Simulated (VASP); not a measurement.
# TiAl (Pm-3m) in VASP: further runs

Aim: see how the results for TiAl move with the level of theory and the settings. Levels: r2SCAN+U, optPBE-vdW. Tasks: core levels.

Program: VASP 6.6.1. These are calculated values, not measurements. Logs are shortened: lines on timing, memory, paths and dates and some standing lists are left out, and cuts for length are marked.

## 1. The structure

The structure is cubic, space group Pm-3m (No. 221). Conventional cell: a = 3.179 Å, b = 3.179 Å, c = 3.179 Å, α = 90.00°, β = 90.00°, γ = 90.00°. Ti (site symmetry m-3m) is surrounded by 8 Al at 2.75 Å. Around Al (site symmetry m-3m) lie 8 Ti at 2.75 Å.

The cell comes from a database or a generator and needn't be the stable form of this composition.

## 2. Core levels, r2SCAN+U

Input file INCAR:

```
PREC     = Accurate       # precision mode
ENCUT    = 520            # plane-wave cutoff, eV
EDIFF    = 1E-6           # SCF threshold, eV
ISMEAR   = 1              # smearing method
SIGMA    = 0.2            # smearing width, eV
LREAL    = F              # projectors in reciprocal space
LASPH    = T              # aspherical terms in the spheres
NELM     = 80             # most SCF steps
ALGO     = Normal         # electronic algorithm
ISIF     = 2              # what is computed and relaxed
LWAVE    = F              # write WAVECAR
LCHARG   = F              # write CHGCAR
LMAXMIX  = 4              # l up to which the mixer works
LDAU     = T              # DFT+U
LDAUTYPE = 1            
LDAUL    = 2 -1           # shell
LDAUU    = 6 0            # U, eV
LDAUJ    = 1 0          
LDAUPRINT= 1            
METAGGA  = R2SCAN         # meta-GGA
LMIXTAU  = T            
ICORELEVEL= 1
```

Input file TiAl.cif:

```cif
data_TiAl
_cell_length_a 3.17906400
_cell_length_b 3.17906400
_cell_length_c 3.17906400
_cell_angle_alpha 90.00000000
_cell_angle_beta 90.00000000
_cell_angle_gamma 90.00000000
_space_group_name_H-M_alt 'Pm-3m'
_space_group_name_Hall '-P 4 2 3'
_space_group_IT_number 221
loop_
_space_group_symop_operation_xyz
'x,y,z'
'-x,-y,-z'
'-y,x,z'
'y,-x,-z'
'-x,-y,z'
'x,y,-z'
'y,-x,z'
'-y,x,-z'
'x,-y,-z'
'-x,y,z'
'-y,-x,-z'
'y,x,z'
'-x,y,-z'
'x,-y,z'
'y,x,-z'
'-y,-x,z'
'z,x,y'
'-z,-x,-y'
'z,-y,x'
'-z,y,-x'
'z,-x,-y'
'-z,x,y'
'z,y,-x'
'-z,-y,x'
'-z,x,-y'
'z,-x,y'
'-z,-y,-x'
'z,y,x'
'-z,-x,y'
'z,x,-y'
'-z,y,x'
'z,-y,-x'
'y,z,x'
'-y,-z,-x'
'x,z,-y'
'-x,-z,y'
'-y,z,-x'
'y,-z,x'
'-x,z,y'
'x,-z,-y'
'-y,-z,x'
'y,z,-x'
'-x,-z,-y'
'x,z,y'
'y,-z,-x'
'-y,z,x'
'x,-z,y'
'-x,z,-y'
loop_
_atom_site_label
_atom_site_type_symbol
_atom_site_symmetry_multiplicity
_atom_site_Wyckoff_symbol
_atom_site_fract_x
_atom_site_fract_y
_atom_site_fract_z
_atom_site_occupancy
Ti1 Ti 1 a 0.0000000000 0.0000000000 0.0000000000 1
Al1 Al 1 b 0.5000000000 0.5000000000 0.5000000000 1
```

Input file KPOINTS:

```
Automatic mesh
0
Gamma
  8 8 8
```

Input file POSCAR:

```
Ti Al
 1.0000000000000000
     3.1790639999999999    0.0000000000000000    0.0000000000000000
     0.0000000000000000    3.1790639999999999    0.0000000000000000
     0.0000000000000000    0.0000000000000000    3.1790639999999999
 Ti  Al 
   1   1
Cartesian
  0.0000000000000000  0.0000000000000000  0.0000000000000000
  1.5895319999999999  1.5895319999999999  1.5895319999999999
```

Potentials or basis: VASP PAW PBE potentials, release 64 (Ti_pv, Al).

On the command line:

```
ase convert -i cif -o vasp TiAl.cif POSCAR
cat potpaw_PBE.64/Ti_pv/POTCAR potpaw_PBE.64/Al/POTCAR > POTCAR
mpirun -np 1 vasp_std > vasp.out
```

OUTCAR:

```text
PREC = Accurate
   ENCUT = 520
   EDIFF = 1E-6
   ISMEAR = 1
   LREAL = F
   LASPH = T
   NELM = 80
   ISIF = 2
   METAGGA = R2SCAN

 ion  position               nearest neighbor table
   1  0.000  0.000  0.000-   2 2.75   2 2.75   2 2.75   2 2.75   2 2.75   2 2.75   2 2.75   2 2.75

   2  0.500  0.500  0.500-   1 2.75   1 2.75   1 2.75   1 2.75   1 2.75   1 2.75   1 2.75   1 2.75

  LATTYP: Found a simple cubic cell.
 ALAT       =     3.1790640000

  Lattice vectors:

 A1 = (   3.1790640000,   0.0000000000,   0.0000000000)
 A2 = (   0.0000000000,   3.1790640000,   0.0000000000)
 A3 = (   0.0000000000,   0.0000000000,   3.1790640000)

Analysis of symmetry for initial positions (statically):
=====================================================================
 Subroutine PRICEL returns:
 Original cell was already a primitive cell.

 Routine SETGRP: Setting up the symmetry group for a
 simple cubic supercell.

 Subroutine GETGRP returns: Found 48 space group operations
 (whereof 48 operations were pure point group operations)
 out of a pool of 48 trial point group operations.

The static configuration has the point symmetry O_h .

Analysis of symmetry for dynamics (positions and initial velocities):
=====================================================================
 Subroutine PRICEL returns:
 Original cell was already a primitive cell.

 Routine SETGRP: Setting up the symmetry group for a
 simple cubic supercell.

 Subroutine GETGRP returns: Found 48 space group operations
 (whereof 48 operations were pure point group operations)
 out of a pool of 48 trial point group operations.

The dynamic configuration has the point symmetry O_h .

 Subroutine INISYM returns: Found 48 space group operations
 (whereof 48 operations are pure point group operations),
 and found     1 'primitive' translations

----------------------------------------------------------------------------------------

[... 171 lines left out ...]
  0.0000  0.1065  0.0000  0.0000 -0.0000
 -0.0000  0.0000  0.3190  0.0000  0.0000
 -0.0000  0.0000  0.0000  0.1065  0.0000
  0.0000 -0.0000  0.0000  0.0000  0.3190

 occupancies and eigenvectors

  o =  0.1065  v =  1.0000  0.0000  0.0000  0.0000  0.0000  0.0000  0.0000  0.0000  0.0000  0.0000      0.0000  0.0000  0.0000  0.0000  0.0000  0.0000  0.0000  0.0000  0.0000  0.0000
  o =  0.1065  v =  0.0000  0.0000  0.0000  0.0000  0.0000  1.0000  0.0000  0.0000  0.0000  0.0000      0.0000  0.0000  0.0000  0.0000  0.0000  0.0000  0.0000  0.0000  0.0000  0.0000
  o =  0.1065  v =  0.0000  0.9374 -0.0000 -0.3482  0.0000  0.0000  0.0000  0.0000  0.0000  0.0000      0.0000  0.0000  0.0000  0.0000  0.0000  0.0000  0.0000  0.0000  0.0000  0.0000
  o =  0.1065  v =  0.0000  0.0000  0.0000  0.0000  0.0000  0.0000  0.9374 -0.0000 -0.3482  0.0000      0.0000  0.0000  0.0000  0.0000  0.0000  0.0000  0.0000  0.0000  0.0000  0.0000
  o =  0.1065  v =  0.0000  0.3482 -0.0000  0.9374  0.0000  0.0000  0.0000  0.0000  0.0000  0.0000      0.0000  0.0000  0.0000  0.0000  0.0000  0.0000  0.0000  0.0000  0.0000  0.0000
  o =  0.1065  v =  0.0000  0.0000  0.0000  0.0000  0.0000  0.0000  0.3482 -0.0000  0.9374  0.0000      0.0000  0.0000  0.0000  0.0000  0.0000  0.0000  0.0000  0.0000  0.0000  0.0000
  o =  0.3190  v =  0.0000  0.0000  0.0000  0.0000  0.0000  0.0000  0.0000  0.9998 -0.0000 -0.0204      0.0000  0.0000  0.0000  0.0000  0.0000  0.0000  0.0000  0.0000  0.0000  0.0000
  o =  0.3190  v =  0.0000  0.0000  0.9998 -0.0000 -0.0204  0.0000  0.0000  0.0000  0.0000  0.0000      0.0000  0.0000  0.0000  0.0000  0.0000  0.0000  0.0000  0.0000  0.0000  0.0000
  o =  0.3190  v =  0.0000 -0.0000  0.0204 -0.0000  0.9998  0.0000  0.0000  0.0000  0.0000  0.0000      0.0000  0.0000  0.0000  0.0000  0.0000  0.0000  0.0000  0.0000  0.0000  0.0000
  o =  0.3190  v =  0.0000  0.0000  0.0000  0.0000  0.0000  0.0000 -0.0000  0.0204 -0.0000  0.9998      0.0000  0.0000  0.0000  0.0000  0.0000  0.0000  0.0000  0.0000  0.0000  0.0000

 number of electron      12.9999989 magnetization

 Free energy of the ion-electron system (eV)
  ---------------------------------------------------
  ext. energy  EPLUGINS =         0.00000000
  ---------------------------------------------------
  free energy    TOTEN  =       -16.46543291 eV

  energy without entropy =      -16.46416248  energy(sigma->0) =      -16.46500944

 the core state eigenenergies are
   1-  1s  -4902.4190  2s   -539.4966  2p   -447.4140  3s    -55.1963
   2-  1s  -1522.2520  2s   -102.3566  2p    -63.2873

 E-fermi :   7.9355     XC(G=0): -11.8877

 val. band max:        7.8690699570   @ k =   0.3750   0.3750   0.2500
 cond. band min:       7.9692850043   @ k =   0.2500   0.2500   0.2500
 fundamental gap:      0.1002150473
 Fermi energy:         7.9354799104

 k-point     1 :       0.0000    0.0000    0.0000
  band No.  band energies     occupation
      1     -27.7103      2.00000
      2     -27.7103      2.00000
      3     -27.7103      2.00000
      4      -2.3493      2.00000
      5       6.0908      2.00000
      6       6.0908      2.00000
      7      10.7887     -0.00000
      8      10.7887     -0.00000
      9      10.7887     -0.00000
     10      12.1817      0.00000
[... 274 lines left out ...]
 k-point    23 :       0.3750    0.3750    0.1250
  band No.  band energies     occupation
      1     -27.8372      2.00000

------------------------ aborting loop because EDIFF is reached ----------------------------------------

  FORCE on cell =-STRESS in cart. coord.  units (eV):
  Direction    XX          YY          ZZ          XY          YZ          ZX
  --------------------------------------------------------------------------------------
  -------------------------------------------------------------------------------------
  Total        1.2402888      1.2402888      1.2402888     -0.0000000      0.0000000     -0.0000000
  in kB       61.8494153     61.8494153     61.8494153     -0.0000000      0.0000000     -0.0000000
  external PRESSURE =      61.8494153 kB  Pullay stress =       0.0000000 kB

 VOLUME and BASIS-vectors are now :
 -----------------------------------------------------------------------------
  energy-cutoff  :      520.00
  volume of cell :       32.13
      direct lattice vectors                 reciprocal lattice vectors
     3.179064000  0.000000000  0.000000000     0.314557996  0.000000000  0.000000000
     0.000000000  3.179064000  0.000000000     0.000000000  0.314557996  0.000000000
     0.000000000  0.000000000  3.179064000     0.000000000  0.000000000  0.314557996

 POSITION                                       TOTAL-FORCE (eV/Angst)
 -----------------------------------------------------------------------------------
      0.00000      0.00000      0.00000         0.000000      0.000000      0.000000
      1.58953      1.58953      1.58953         0.000000      0.000000      0.000000
 -----------------------------------------------------------------------------------
    total drift:                               -0.000000      0.000000      0.000000

  FREE ENERGIE OF THE ION-ELECTRON SYSTEM (eV)
  ---------------------------------------------------
  free  energy   TOTEN  =       -16.4654329150 eV

  energy  without entropy=      -16.4641624786  energy(sigma->0) =      -16.46500944
```

OSZICAR:

```text
N       E                     dE             d eps       ncg     rms          rms(c)
DAV:   1     0.573660425437E+02    0.57366E+02   -0.68322E+03   700   0.124E+03
DAV:   2    -0.185827595139E+02   -0.75949E+02   -0.74814E+02   700   0.298E+02
DAV:   3    -0.206439324331E+02   -0.20612E+01   -0.19680E+01   958   0.470E+01
DAV:   4    -0.206974717523E+02   -0.53539E-01   -0.53099E-01   874   0.625E+00
DAV:   5    -0.206988524103E+02   -0.13807E-02   -0.13789E-02   904   0.101E+00    0.145E+01
DAV:   6    -0.162949248076E+02    0.44039E+01   -0.16110E+01  1022   0.533E+01    0.362E+00
DAV:   7    -0.163289044525E+02   -0.33980E-01   -0.29132E-01   994   0.688E+00    0.156E+00
DAV:   8    -0.164309947498E+02   -0.10209E+00   -0.16789E-01   934   0.409E+00    0.707E-01
DAV:   9    -0.164431420476E+02   -0.12147E-01   -0.21400E-01   898   0.474E+00    0.414E-01
DAV:  10    -0.164607374152E+02   -0.17595E-01   -0.37730E-02   704   0.247E+00    0.207E-01
DAV:  11    -0.164628500010E+02   -0.21126E-02   -0.14924E-02   926   0.127E+00    0.159E-01
DAV:  12    -0.164655289662E+02   -0.26790E-02   -0.12374E-02   844   0.142E+00    0.479E-02
DAV:  13    -0.164654509899E+02    0.77976E-04   -0.37329E-04   906   0.238E-01    0.483E-02
DAV:  14    -0.164654529570E+02   -0.19671E-05   -0.46440E-05   816   0.917E-02    0.287E-02
DAV:  15    -0.164654315346E+02    0.21422E-04   -0.26845E-05   998   0.776E-02    0.177E-02
DAV:  16    -0.164654331230E+02   -0.15884E-05   -0.27403E-06   694   0.200E-02    0.116E-02
DAV:  17    -0.164654329150E+02    0.20807E-06   -0.62127E-07   384   0.919E-03
   1 F= -.16465433E+02 E0= -.16465009E+02  d E =-.127044E-02
```

Wall time 32 s (1 thread of AMD EPYC 9R45 (Zen 5), shared host); peak memory 0.12 GiB.

Results:

```
Free energy            : -16.4654 eV
Pressure               : 6.2 GPa
Band gap on the k mesh : none (metal or under the smearing width)
```

Levels at points of the mesh, in eV from the Fermi level:
```tsv
k point	band 4	band 5	band 6	band 7	band 8	band 9
(0.00, 0.00, 0.00)	-10.28	-1.84	-1.84	2.85	2.85	2.85
(0.50, 0.00, 0.00)	-6.82	-6.02	-0.88	0.87	0.87	2.80
(0.50, 0.50, 0.00)	-5.18	-2.82	-2.82	-1.97	1.58	1.58
(0.50, 0.50, 0.50)	-3.06	-3.06	-3.06	0.65	2.36	2.36
```

Eigenvalues of the final occupation matrices:
```csv
site,spin,trace,eigenvalues
site 1 d,1,0.96,0.11 0.11 0.11 0.32 0.32
site 1 d,2,0.96,0.11 0.11 0.11 0.32 0.32
```

Core levels (eV, on the scale of the bands):
| atom | levels |
| --- | --- |
| 1 Ti | 1s -4902.4, 2s -539.5, 2p -447.4, 3s -55.2 |
| 2 Al | 1s -1522.3, 2s -102.4, 2p -63.3 |

Caveat: the PAW data sets were made with another functional, which shifts forces and pressure a little; U without spin polarisation on a metal has little footing; the U is typed as a test and isn't derived for this compound.

## 3. Core levels, optPBE-vdW (atoms moved at random, drawn with an rms of 0.02 Å)

Input file INCAR:

```
PREC = Accurate
ENCUT = 520
EDIFF = 1E-6
ISMEAR = -1
SIGMA = 0.05
LREAL = F
LASPH = T
NELM = 80
ALGO = Normal
ISIF = 2
LWAVE = F
LCHARG = F
GGA = OR
LUSE_VDW = T
AGGAC = 0.0
ICORELEVEL = 1
```

KPOINTS is that of step 2.

Input file POSCAR:

```
TiAl
3.1791
    0.999988676040      0.000000000000      0.000000000000
    0.000000000000      0.999988676040      0.000000000000
    0.000000000000      0.000000000000      0.999988676040
Ti Al
1 1
Direct
    0.0054370000      0.0044450000      0.0015480000
    0.5010480000      0.5039100000      0.5018380000
```

Potentials or basis: VASP PAW PBE potentials, release 64 (Ti_sv, Al).

On the command line:

```
cat potpaw_PBE.64/Ti_sv/POTCAR potpaw_PBE.64/Al/POTCAR > POTCAR
mpirun -np 1 vasp_std > vasp.out
```

OUTCAR:

```text
PREC = Accurate
   ENCUT = 520
   EDIFF = 1E-6
   ISMEAR = -1
   LREAL = F
   LASPH = T
   NELM = 80
   ISIF = 2
   GGA = OR

 ion  position               nearest neighbor table
   1  0.005  0.004  0.002-   2 2.74   2 2.74   2 2.75   2 2.75   2 2.76   2 2.76   2 2.76   2 2.76

   2  0.501  0.504  0.502-   1 2.74   1 2.74   1 2.75   1 2.75   1 2.76   1 2.76   1 2.76   1 2.76

  LATTYP: Found a simple cubic cell.
 ALAT       =     3.1790640000

  Lattice vectors:
[... 483 lines left out ...]

  FORCE on cell =-STRESS in cart. coord.  units (eV):
  Direction    XX          YY          ZZ          XY          YZ          ZX
  --------------------------------------------------------------------------------------
  -------------------------------------------------------------------------------------
  Total        0.2695587      0.2716271      0.2717089      0.0004108     -0.0000072     -0.0001991
  in kB       13.4420668     13.5452117     13.5492928      0.0204871     -0.0003585     -0.0099273
  external PRESSURE =      13.5121904 kB  Pullay stress =       0.0000000 kB

 VOLUME and BASIS-vectors are now :
 -----------------------------------------------------------------------------
  energy-cutoff  :      520.00
  volume of cell :       32.13
      direct lattice vectors                 reciprocal lattice vectors
     3.179064000  0.000000000  0.000000000     0.314557996  0.000000000  0.000000000
     0.000000000  3.179064000  0.000000000     0.000000000  0.314557996  0.000000000
     0.000000000  0.000000000  3.179064000     0.000000000  0.000000000  0.314557996

 POSITION                                       TOTAL-FORCE (eV/Angst)
 -----------------------------------------------------------------------------------
      0.01728      0.01413      0.00492        -0.085926     -0.010386      0.005743
      1.59286      1.60196      1.59538         0.085926      0.010386     -0.005743
 -----------------------------------------------------------------------------------
    total drift:                                0.000233      0.000213      0.000109

  FREE ENERGIE OF THE ION-ELECTRON SYSTEM (eV)
  ---------------------------------------------------
  free  energy   TOTEN  =        -7.3604340236 eV

  energy  without entropy=       -7.3384205050  energy(sigma->0) =       -7.34942726

Total vdW correction in eV:      2.4529044
```

It took 38 s on 1 thread of Intel Xeon Platinum 8488C (Sapphire Rapids), shared host; peak memory 0.35 GiB.

Results:

- Free energy: -7.3604 eV
- Pressure: 1.4 GPa
- Largest force: 0.087 eV/Å
- Band gap on the k mesh: none (metal or under the smearing width)

Forces on the atoms (eV/Å):
```
Ti  -0.086 -0.010  0.006
Al   0.086  0.010 -0.006
```

Levels at points of the mesh, in eV from the Fermi level:
```
           k point  band 3  band 4  band 5  band 6  band 7  band 8  band 9  band 10  band 11
(0.00, 0.00, 0.00)  -33.11  -33.11   -9.23   -1.45   -1.45    1.79    1.79     1.79     4.43
(0.50, 0.00, 0.00)  -33.10  -33.10   -6.03   -5.13   -0.58    0.16    0.16     1.99     2.92
(0.00, 0.50, 0.00)  -33.10  -33.10   -6.03   -5.13   -0.58    0.16    0.16     1.99     2.92
(0.00, 0.00, 0.50)  -33.10  -33.10   -6.03   -5.13   -0.58    0.16    0.16     1.99     2.92
(0.50, 0.50, 0.00)  -33.26  -33.08   -5.01   -2.08   -2.08   -1.44    0.71     0.71     2.66
(0.00, 0.50, 0.50)  -33.26  -33.08   -5.01   -2.08   -2.08   -1.44    0.71     0.71     2.66
(0.50, 0.00, 0.50)  -33.26  -33.08   -5.01   -2.08   -2.08   -1.44    0.71     0.71     2.66
(0.50, 0.50, 0.50)  -33.24  -33.24   -3.08   -3.08   -3.08    0.59    2.72     2.99     2.99
```

Core levels (eV, on the scale of the bands):
| atom | levels |
| --- | --- |
| 1 Ti | 1s -4853.7, 2s -522.1, 2p -429.4 |
| 2 Al | 1s -1496.3, 2s -93.8, 2p -55.2 |

Caveat: the PAW data sets were made with another functional, which shifts forces and pressure a little.

## 4. For comparison

An earlier run on the cell as given: functional PBEsol; potentials or basis VASP PAW PBE potentials, release 64 (Ti_sv, Al); cutoff 520 eV; k mesh 8 × 8 × 8; occupations fermi-dirac, width 0.05 eV; no spin polarisation.

- Pressure: -2.3 GPa
- Band gap on the k mesh: none (metal or under the smearing width)

## 5. The runs side by side

```tsv
task	level	potentials or basis	U	cell	smearing	LDAUTYPE	hund's J	ladder	gap on the mesh (eV)	pressure (GPa)
core levels	r2SCAN+U	VASP PAW PBE potentials, release 64 (Ti_pv, Al)	Ti d U = 6 eV, J = 1.0 eV	as given	methfessel-paxton 0.2 eV	1	1	-	none	6.2
core levels	optPBE-vdW	VASP PAW PBE potentials, release 64 (Ti_sv, Al)	-	atoms moved at random, drawn with an rms of 0.02 Å	fermi-dirac 0.05 eV	-	-	-	none	1.4
single point	PBEsol	VASP PAW PBE potentials, release 64 (Ti_sv, Al)	-	as given	fermi-dirac 0.05 eV	-	-	free	none	-2.3
```

Alike in all rows: no spin polarisation; k mesh 8 × 8 × 8; cutoff (eV) 520.

Caveats: the PAW data sets were made with another functional, which shifts forces and pressure a little; U without spin polarisation on a metal has little footing (some runs); the U is typed as a test and isn't derived for this compound (some runs).

Total energies depend on the potentials used, so only differences within one code and one set of settings carry meaning.
